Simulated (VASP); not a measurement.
Energy against volume of ZnTe (zinc blende). Method: PBEsol GGA, VASP's PBE PAW potentials (set 64) (plane waves; VASP 6.6.1). Numerical set-up: 520 eV cut-off, 8×8×8 Γ-centred mesh, Gaussian smearing of 0.050 eV, potentials Zn Te.

| V (Å³/atom) | E (eV/atom) |
|---|---|
| 27.147 | -2.95380 |
| 27.986 | -2.95793 |
| 28.826 | -2.95413 |
| 29.666 | -2.94364 |

### Question
Fit these four points and predict the energy of the run at 26.307 Å³/atom.

### Answer
A cubic in V^(−2/3), the third-order Birch-Murnaghan form, passes through the four points with V0 = 27.98 Å³/atom and B0 = 50 GPa, and gives -2.9402 eV/atom there. The run gave -2.9403 eV/atom, -0.0 meV/atom from the fit; all five points give B0 = 50 GPa.

The compound is ZnTe in the zinc blende structure. It was relaxed first.
